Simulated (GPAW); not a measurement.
# ZnS (Wurtzite-2H) (P6_3mc) in GPAW: a series of runs

The runs below take ZnS (Wurtzite-2H) through band structure, with PBE, r2SCAN.

Program: GPAW 26.7.0. These are calculated values, not measurements. Logs are shortened: lines on timing, memory, paths and dates and some standing lists are left out, and cuts for length are marked. The log counts tension as positive stress, the text compression.

**Experimental background.**

A printed reference work, monograph reports, for a bulk crystal of ZnS at 4 K: band gap 3.911 eV (direct).

The runs below are set against these values where they give the same quantity.

**1. The structure**

The structure is hexagonal, space group P6_3mc (No. 186). Conventional cell: a = 3.811 Å, b = 3.811 Å, c = 6.234 Å, α = 90.00°, β = 90.00°, γ = 120.00°. Zn (site symmetry 3m) is surrounded by 4 S at 2.31 to 2.40 Å. Around S (site symmetry 3m) lie 4 Zn at 2.31 to 2.40 Å.

**2. Band structure, PBE**

The input, run.py:

```python
from ase.dft.bandgap import bandgap
from ase.io import write
from ase.spacegroup import crystal
from gpaw import GPAW

# Zn 2b
# S 2b
atoms = crystal(['Zn', 'S'],
                basis=[[0.6666666667, 0.3333333333, 0.5],
                       [0.6666666667, 0.3333333333, 0.885]],
                spacegroup=186, setting=1,  # P6_3mc
                cellpar=[3.811, 3.811, 6.234, 90.0, 90.0, 120.0],
                primitive_cell=True)

calc = GPAW(mode='lcao',
            h=0.2,
            basis='sz(dzp)',
            xc='PBE',
            kpts={'size': (6, 6, 3), 'gamma': True},
            occupations={'name': 'fermi-dirac', 'width': 0.05},
            convergence={'density': 1e-05, 'energy': 1e-05},
            maxiter=150,
            txt='gpaw.txt')
atoms.calc = calc
energy = atoms.get_potential_energy()
forces = atoms.get_forces()
calc.write('gs.gpw')
write('result.traj', atoms)
print(f'Energy: {energy:.6f} eV')
print('Forces (eV/A):')
print(forces.round(4))
print('Fermi level:', round(calc.get_fermi_level(), 4), 'eV')
print(f'Gap: {bandgap(calc)[0]:.4f} eV, direct: {bandgap(calc, direct=True)[0]:.4f} eV')

path = atoms.cell.bandpath('GMKGALHA,LM,KH', npoints=100, eps=1e-4)
bs_calc = calc.fixed_density(kpts=path, symmetry='off', txt='bands.txt')
bs = bs_calc.band_structure()
bs.write('bs.json')
print(f'Gap on the path: {bandgap(bs_calc)[0]:.4f} eV')
```

Potentials or basis: GPAW PAW data sets (gpaw-data 1.2.1), lcao:sz(dzp).

Launch:

```sh
OMP_NUM_THREADS=1 python run.py
```

gpaw.txt:

```text
__  _  _
 | _ |_)|_||  |
 |__||  | ||/\| - 26.7.0

Input parameters:
  mode=LCAO(),
  basis={'default': 'sz(dzp)'},
  convergence={'density': 1e-05, 'energy': 1e-05},
  h=0.2,
  kpts=MonkhorstPack(size=(6, 6, 3), gamma=True),
  maxiter=150,
  occupations=Occupations(name='fermi-dirac', width=0.05),
  xc=XC(name='PBE')

            S

            Zn
        S

        Zn

Atoms  # Å, Bohr magnetons
|   | symbol |         x |        y |        z |    initial magnetic moments |
|---|--------|-----------|----------|----------|-----------------------------|
| 0 |     Zn |  1.905500 | 1.100141 | 3.117000 | ( 0.0000,  0.0000,  0.0000) |
| 1 |     Zn | -0.000000 | 2.200282 | 0.000000 | ( 0.0000,  0.0000,  0.0000) |
| 2 |      S |  1.905500 | 1.100141 | 5.517090 | ( 0.0000,  0.0000,  0.0000) |
| 3 |      S | -0.000000 | 2.200282 | 2.400090 | ( 0.0000,  0.0000,  0.0000) |

Unit cell  # Å
| periodic |         x |        y |        z |  lengths |     angles |
|----------|-----------|----------|----------|----------|------------|
|      yes |  3.811000 | 0.000000 | 0.000000 | 3.811000 |  90.000000 |
|      yes | -1.905500 | 3.300423 | 0.000000 | 3.811000 |  90.000000 |
|      yes |  0.000000 | 0.000000 | 6.234000 | 6.234000 | 120.000000 |

Number of symmetries: 6
Symmetry operations  # r_c * U_cc + t_c -> r_c
|   | kind |            matrix            |
|---|------|------------------------------|
| 0 |  σ   |  1, 1, 0,  0,-1, 0,  0, 0, 1 |
| 1 |  E   |  1, 0, 0,  0, 1, 0,  0, 0, 1 |
| 2 |  C3  |  0, 1, 0, -1,-1, 0,  0, 0, 1 |
| 3 |  σ   |  0,-1, 0, -1, 0, 0,  0, 0, 1 |
| 4 |  σ   | -1, 0, 0,  1, 1, 0,  0, 0, 1 |
| 5 |  C3  | -1,-1, 0,  1, 0, 0,  0, 0, 1 |

BZ-sampling:
  Number of BZ points: 108
  Number of IBZ points: 17

  Monkhorst-Pack size: [6, 6, 3]
  Monkhorst-Pack shift: [0.08333333333333333, 0.08333333333333333, 0.0]

K-points  # in reciprocal-cell coordinates
|     |                                coordinates |     weight |
|-----|--------------------------------------------|------------|
|   0 | (  0.00000000,   0.00000000,   0.00000000) | 0.00925926 |
|   1 | (  0.00000000,   0.00000000,   0.33333333) | 0.01851852 |
|   2 | (  0.16666667,   0.00000000,  -0.33333333) | 0.05555556 |
|   3 | (  0.16666667,   0.00000000,   0.00000000) | 0.05555556 |
|   4 | (  0.16666667,   0.00000000,   0.33333333) | 0.05555556 |
|   5 | (  0.33333333,  -0.16666667,   0.00000000) | 0.05555556 |
|   6 | (  0.33333333,  -0.16666667,   0.33333333) | 0.11111111 |
|   7 | (  0.33333333,   0.00000000,  -0.33333333) | 0.05555556 |
|   8 | (  0.33333333,   0.00000000,   0.00000000) | 0.05555556 |
|   9 | (  0.33333333,   0.00000000,   0.33333333) | 0.05555556 |
| ... |                                            |            |
|  16 | (  0.50000000,   0.50000000,   0.33333333) | 0.05555556 |

basis functions: 26
Spin-components: 1 (collinear spins)
Bands:           26
Projectors:      22
Spin-degeneracy: 2
Datatype:        <class 'complex'>

Parallelization:
  kpt:    1
  domain: 1
  band:   1

Density:
  Valence electrons: 36.0
  Components: 1
  Grid points: [16 16 32]
  Charge: 0.0  # |e|

Potential:
  Grid points: [16 16 32]

species:
  Zn:
    name:    Zinc
    Z:       30.0
    valence: 12
    core:    18
    charge:  0.0  # [|e|]
    compensation charges:
      type: gauss
      rc: 0.37  # [Å]
      lmax: 2
    cutoffs:
      filter: 2.14  # [Å]
      core: 2.28  # [Å]
    projectors
    | kind |    occ | energy [eV] | rcut [Å] |
    |------|--------|-------------|----------|
    |   4s |  2.000 |      -5.977 |    1.286 |
    |   4p |  0.000 |      -1.117 |    1.270 |
    |   3d | 10.000 |     -10.142 |    1.180 |
    |    s |        |      21.234 |    1.286 |
    |    p |        |      26.095 |    1.270 |
    |    d |        |      17.070 |    1.180 |

    LCAO basis set for Zn:
      Name: sz(dzp)
      File: <dir>
      Number of radial functions: 3
      Number of spherical harmonics: 9
        l=0, rc=8.1562 Bohr: 4s-sz confined orbital
        l=1, rc=12.4062 Bohr: 4p-sz confined orbital
        l=2, rc=4.3594 Bohr: 3d-sz confined orbital
      Number of RI-basis functions 0

  S:
    name:    Sulfur
    Z:       16.0
    valence: 6
    core:    10
    charge:  0.0  # [|e|]
    compensation charges:
      type: gauss
      rc: 0.24  # [Å]
      lmax: 2
    cutoffs:
      filter: 1.77  # [Å]
      core: 1.66  # [Å]
    projectors
    | kind |    occ | energy [eV] | rcut [Å] |
    |------|--------|-------------|----------|
    |   3s |  2.000 |     -17.254 |    0.974 |
    |   3p |  4.000 |      -7.008 |    0.979 |
    |    s |        |       9.957 |    0.974 |
    |    p |        |      20.203 |    0.979 |
    |    d |        |       0.000 |    0.900 |

    LCAO basis set for S:
      Name: sz(dzp)
      File: <dir>
      Number of radial functions: 2
      Number of spherical harmonics: 4
        l=0, rc=5.5156 Bohr: 3s-sz confined orbital
        l=1, rc=6.9375 Bohr: 3p-sz confined orbital
      Number of RI-basis functions 0

Reference energy: -119437.893101  # eV

eigensolver:
  <gpaw.new.lcao.eigensolver.LCAOEigensolver object>
density mixing:
  MSR1-Mixer
  Pratt-step length: 0.05
  Maximum mixing coefficient: 0.75
  Old densities: 10
  SVD Regularization: 0.005
  Good broyden scale: 1.0
  Trust region scale: 1.0
  Backstep threshold: 4.0
  History deletion threshold: 6.0
  Fourier metric: weight=20.0, sigma=0.015

occupation numbers:
  Fermi-Dirac:
    width: 0.0500  # eV

FastPoissonSolver using
    Stencil: 8*3+1=25 point O(h^6) finite-difference Laplacian
    FFT axes: [np.int64(0), np.int64(1), np.int64(2)]
    FST axes: []

xc functional:
  name: PBE with 2 nearest neighbor stencil
interpolation: tri-quintic # 5. degree polynomial

            S

            Zn
        S

        Zn

Atoms  # Å, Bohr magnetons
|   | symbol |         x |        y |        z |    initial magnetic moments |
|---|--------|-----------|----------|----------|-----------------------------|
| 0 |     Zn |  1.905500 | 1.100141 | 3.117000 | ( 0.0000,  0.0000,  0.0000) |
| 1 |     Zn | -0.000000 | 2.200282 | 0.000000 | ( 0.0000,  0.0000,  0.0000) |
| 2 |      S |  1.905500 | 1.100141 | 5.517090 | ( 0.0000,  0.0000,  0.0000) |
| 3 |      S | -0.000000 | 2.200282 | 2.400090 | ( 0.0000,  0.0000,  0.0000) |

Unit cell  # Å
| periodic |         x |        y |        z |  lengths |     angles |
|----------|-----------|----------|----------|----------|------------|
|      yes |  3.811000 | 0.000000 | 0.000000 | 3.811000 |  90.000000 |
|      yes | -1.905500 | 3.300423 | 0.000000 | 3.811000 |  90.000000 |
|      yes |  0.000000 | 0.000000 | 6.234000 | 6.234000 | 120.000000 |

Number of symmetries: 6
Symmetry operations  # r_c * U_cc + t_c -> r_c
|   | kind |            matrix            |
|---|------|------------------------------|
| 0 |  σ   |  1, 1, 0,  0,-1, 0,  0, 0, 1 |
| 1 |  E   |  1, 0, 0,  0, 1, 0,  0, 0, 1 |
| 2 |  C3  |  0, 1, 0, -1,-1, 0,  0, 0, 1 |
| 3 |  σ   |  0,-1, 0, -1, 0, 0,  0, 0, 1 |
| 4 |  σ   | -1, 0, 0,  1, 1, 0,  0, 0, 1 |
| 5 |  C3  | -1,-1, 0,  1, 0, 0,  0, 0, 1 |

BZ-sampling:
  Number of BZ points: 108
  Number of IBZ points: 17

  Monkhorst-Pack size: [6, 6, 3]
  Monkhorst-Pack shift: [0.08333333333333333, 0.08333333333333333, 0.0]

K-points  # in reciprocal-cell coordinates
|     |                                coordinates |     weight |
|-----|--------------------------------------------|------------|
|   0 | (  0.00000000,   0.00000000,   0.00000000) | 0.00925926 |
|   1 | (  0.00000000,   0.00000000,   0.33333333) | 0.01851852 |
|   2 | (  0.16666667,   0.00000000,  -0.33333333) | 0.05555556 |
|   3 | (  0.16666667,   0.00000000,   0.00000000) | 0.05555556 |
|   4 | (  0.16666667,   0.00000000,   0.33333333) | 0.05555556 |
|   5 | (  0.33333333,  -0.16666667,   0.00000000) | 0.05555556 |
|   6 | (  0.33333333,  -0.16666667,   0.33333333) | 0.11111111 |
|   7 | (  0.33333333,   0.00000000,  -0.33333333) | 0.05555556 |
|   8 | (  0.33333333,   0.00000000,   0.00000000) | 0.05555556 |
|   9 | (  0.33333333,   0.00000000,   0.33333333) | 0.05555556 |
| ... |                                            |            |
|  16 | (  0.50000000,   0.50000000,   0.33333333) | 0.05555556 |

basis functions: 26
Spin-components: 1 (collinear spins)
Bands:           26
Projectors:      22
Spin-degeneracy: 2
Datatype:        <class 'complex'>

Parallelization:
  kpt:    1
  domain: 1
  band:   1

Density:
  Valence electrons: 36.0
  Components: 1
  Grid points: [16 16 32]
  Charge: 0.0  # |e|

Potential:
  Grid points: [16 16 32]

species:
  Zn:
    name:    Zinc
    Z:       30.0
    valence: 12
    core:    18
    charge:  0.0  # [|e|]
    compensation charges:
      type: gauss
      rc: 0.37  # [Å]
      lmax: 2
    cutoffs:
      filter: 2.14  # [Å]
      core: 2.28  # [Å]
    projectors
    | kind |    occ | energy [eV] | rcut [Å] |
    |------|--------|-------------|----------|
    |   4s |  2.000 |      -5.977 |    1.286 |
    |   4p |  0.000 |      -1.117 |    1.270 |
    |   3d | 10.000 |     -10.142 |    1.180 |
    |    s |        |      21.234 |    1.286 |
    |    p |        |      26.095 |    1.270 |
    |    d |        |      17.070 |    1.180 |

    LCAO basis set for Zn:
      Name: sz(dzp)
      File: <dir>
      Number of radial functions: 3
      Number of spherical harmonics: 9
        l=0, rc=8.1562 Bohr: 4s-sz confined orbital
        l=1, rc=12.4062 Bohr: 4p-sz confined orbital
        l=2, rc=4.3594 Bohr: 3d-sz confined orbital
      Number of RI-basis functions 0

  S:
    name:    Sulfur
    Z:       16.0
    valence: 6
    core:    10
    charge:  0.0  # [|e|]
    compensation charges:
      type: gauss
      rc: 0.24  # [Å]
      lmax: 2
    cutoffs:
      filter: 1.77  # [Å]
      core: 1.66  # [Å]
    projectors
    | kind |    occ | energy [eV] | rcut [Å] |
    |------|--------|-------------|----------|
    |   3s |  2.000 |     -17.254 |    0.974 |
    |   3p |  4.000 |      -7.008 |    0.979 |
    |    s |        |       9.957 |    0.974 |
    |    p |        |      20.203 |    0.979 |
    |    d |        |       0.000 |    0.900 |

    LCAO basis set for S:
      Name: sz(dzp)
      File: <dir>
      Number of radial functions: 2
      Number of spherical harmonics: 4
        l=0, rc=5.5156 Bohr: 3s-sz confined orbital
        l=1, rc=6.9375 Bohr: 3p-sz confined orbital
      Number of RI-basis functions 0

Reference energy: -119437.893101  # eV

eigensolver:
  <gpaw.new.lcao.eigensolver.LCAOEigensolver object>
density mixing:
  MSR1-Mixer
  Pratt-step length: 0.05
  Maximum mixing coefficient: 0.75
  Old densities: 10
  SVD Regularization: 0.005
  Good broyden scale: 1.0
  Trust region scale: 1.0
  Backstep threshold: 4.0
  History deletion threshold: 6.0
  Fourier metric: weight=20.0, sigma=0.015

occupation numbers:
  Fermi-Dirac:
    width: 0.0500  # eV

FastPoissonSolver using
    Stencil: 8*3+1=25 point O(h^6) finite-difference Laplacian
    FFT axes: [np.int64(0), np.int64(1), np.int64(2)]
    FST axes: []

xc functional:
  name: PBE with 2 nearest neighbor stencil
interpolation: tri-quintic # 5. degree polynomial

convergence criteria:
- Maximum integral of absolute [dens]ity change: 1e-05 electrons / valence electron
- Maximum [total energy] change in last 3 cyles: 1e-05 eV / valence electron
- Maximum integral of absolute [eigenst]ate change: 4e-08 eV^2 / valence electron
maximum number of iterations: 150

SCF iterations
|iter     | |      energy | eigst |  dens |
|---------|-|-------------|-------|-------|
|iter:   1| |  -10.743490 |      c|       |
|iter:   2| |  -10.720120 |      c| -1.33 |
|iter:   3| |  -10.624882 |      c| -1.36 |
|iter:   4| |  -10.626875 |      c| -1.97 |
|iter:   5| |  -10.627052 |      c| -2.59 |
|iter:   6| |  -10.627051c|      c| -3.95 |
|iter:   7| |  -10.627051c|      c| -4.49 |
|iter:   8| |  -10.627051c|      c| -5.35c|

Converged in 8 steps
Energy contributions relative to reference atoms: (reference = -119437.893101)

Energy contributions:
  Kinetic:          62.104771
  Coulomb:         -52.189430
  Zero:              0.345756
  External:          0.000000
  Xc:              -20.888148
  Entropy:          -0.000000
  Spinorbit:         0.000000
  ----------------------------
  Free energy:     -10.627051
  Extrapolated:    -10.627051

dipole moment: (0.000000, -0.000000, -6.989397)  # |e|*Ang

Fermi level: 4.989
Eigenvalues  # (at kpt = [0.000, 0.000, 0.000])
| band index |      eig [eV] | occ [0-2] |
|------------|---------------|-----------|
|          0 |        -9.438 |     2.000 |
|        ... |               |           |
|         10 |        -1.308 |     2.000 |
|         11 |        -1.307 |     2.000 |
|         12 |        -1.027 |     2.000 |
|         13 |         3.055 |     2.000 |
|         14 |         3.056 |     2.000 |
|         15 |         3.935 |     2.000 |
[... 8 lines left out ...]
|         24 |        13.562 |     0.000 |
|         25 |        13.575 |     0.000 |

Gap: 2.131 eV
Transition (v -> c):
  (s=0, k=0, n=17, [0.00, 0.00, 0.00]) -> (s=0, k=0, n=18, [0.00, 0.00, 0.00])
No difference between direct/indirect transitions

Forces  # eV/Ang
|        x |        y |        z |
|----------|----------|----------|
|  0.00000 |  0.00000 |  0.41365 |  # Zn   0
|  0.00000 |  0.00000 |  0.41366 |  # Zn   1
| -0.00000 | -0.00000 | -0.41611 |  # S    2
|  0.00000 |  0.00000 | -0.41611 |  # S    3

# Writing to gs.gpw (mode='')
```

It took 25 s on 1 thread of Arm Neoverse V2, shared host; peak memory 0.19 GiB.

The run converged, but some of its settings lie outside the range that counts as converged, so its numbers aren't taken as properties of the crystal.

What came out:

```yaml
Free_energy: -10.6271 eV
Largest_force: 0.416 eV/Å
Band_gap_on_the_k_mesh: 2.13 eV, direct
Band_gap_along_the_path: 2.13 eV, direct
```

Caveat: the real-space grid adds noise to forces; the basis of atomic orbitals isn't converged, which shifts pressures, moduli and gaps.

**3. Band structure, r2SCAN**

The input, run.py:

```python
from ase.dft.bandgap import bandgap
from ase.io import read, write
from ase.units import GPa
from gpaw import GPAW, PW

atoms = read('ZnS.cif')

calc = GPAW(mode=PW(600),
            xc='MGGA_X_R2SCAN+MGGA_C_R2SCAN',
            kpts={'size': (6, 6, 3), 'gamma': True},
            occupations={'name': 'fermi-dirac', 'width': 0.05},
            nbands=31,
            convergence={'density': 1e-05, 'energy': 1e-05},
            maxiter=150,
            txt='gpaw.txt')
atoms.calc = calc
energy = atoms.get_potential_energy()
forces = atoms.get_forces()
stress = atoms.get_stress()
calc.write('gs.gpw')
write('result.traj', atoms)
print(f'Energy: {energy:.6f} eV')
print('Forces (eV/A):')
print(forces.round(4))
print('Stress (GPa):', (stress / GPa).round(3))
print('Fermi level:', round(calc.get_fermi_level(), 4), 'eV')
print(f'Gap: {bandgap(calc)[0]:.4f} eV, direct: {bandgap(calc, direct=True)[0]:.4f} eV')

path = atoms.cell.bandpath('GMKGALHA,LM,KH', npoints=80, eps=1e-4)
bs_calc = calc.fixed_density(kpts=path, symmetry='off', nbands=48,
                             convergence={'bands': 'CBM+6.0', 'eigenstates': 1e-6}, txt='bands.txt')
bs = bs_calc.band_structure()
bs.write('bs.json')
print(f'Gap on the path: {bandgap(bs_calc)[0]:.4f} eV')
```

The input, ZnS.cif:

```cif
data_ZnS
_cell_length_a 3.81100000
_cell_length_b 3.81100000
_cell_length_c 6.23400000
_cell_angle_alpha 90.00000000
_cell_angle_beta 90.00000000
_cell_angle_gamma 120.00000000
_space_group_name_H-M_alt 'P6_3mc'
_space_group_name_Hall 'P 6c -2c'
_space_group_IT_number 186
loop_
_space_group_symop_operation_xyz
'x,y,z'
'x-y,x,z+1/2'
'-y,x-y,z'
'-x,-y,z+1/2'
'-x+y,-x,z'
'y,-x+y,z+1/2'
'y,x,z+1/2'
'x,x-y,z'
'x-y,-y,z+1/2'
'-y,-x,z'
'-x,-x+y,z+1/2'
'-x+y,y,z'
loop_
_atom_site_label
_atom_site_type_symbol
_atom_site_symmetry_multiplicity
_atom_site_Wyckoff_symbol
_atom_site_fract_x
_atom_site_fract_y
_atom_site_fract_z
_atom_site_occupancy
Zn1 Zn 2 b 0.6666666667 0.3333333333 0.5000000000 1
S1 S 2 b 0.6666666667 0.3333333333 0.8850000000 1
```

Potentials or basis: GPAW PAW data sets (gpaw-data 1.2.1), pw.

Launch:

```sh
OMP_NUM_THREADS=1 python run.py
```

It took 6.2 min on 1 thread of Arm Neoverse V2, shared host; peak memory 0.53 GiB.

Results (log left out):

- Free energy: -35.3411 eV
- Pressure: -0.3 GPa
- Largest force: 0.313 eV/Å
- Band gap on the k mesh: 2.82 eV, direct
- Band gap along the path: 2.82 eV, direct

Forces in eV/Å, atoms in the order of the input:
```
Zn   0.000  0.000  0.313
Zn   0.000  0.000  0.313
S    0.000  0.000 -0.312
S    0.000  0.000 -0.312
```

Stress tensor (GPa, compression positive):
```
 0.26  0.00  0.00
 0.00  0.26  0.00
 0.00  0.00 -1.54
```

Levels at the corners of the path, in eV from the valence-band top:
```
point  band 15  band 16  band 17  band 18  band 19  band 20  band 21  band 22
    Γ    -0.88    -0.01    -0.01     0.00     2.82     3.50     6.75     6.75
    M    -3.23    -2.32    -1.59    -1.01     3.99     4.78     5.51     7.57
    K    -3.98    -2.27    -2.26    -2.26     4.75     6.48     6.48     8.28
    Γ    -0.88    -0.01    -0.01     0.00     2.82     3.50     6.75     6.75
    A    -0.46    -0.46    -0.46    -0.46     4.05     4.05     7.18     7.18
    L    -1.71    -1.71    -1.57    -1.57     4.02     4.02     5.57     5.57
    H    -3.19    -3.19    -1.30    -1.30     5.02     5.02     6.83     6.83
    A    -0.46    -0.46    -0.46    -0.46     4.05     4.05     7.18     7.18
    L    -1.71    -1.71    -1.57    -1.57     4.02     4.02     5.57     5.57
    M    -3.23    -2.32    -1.59    -1.01     3.99     4.78     5.51     7.57
    K    -3.98    -2.27    -2.26    -2.26     4.75     6.48     6.48     8.28
    H    -3.19    -3.19    -1.30    -1.30     5.02     5.02     6.83     6.83
```

Caveat: the PAW data sets were made with another functional, which shifts forces and pressure a little.

(Continued in part 2 of 2.)
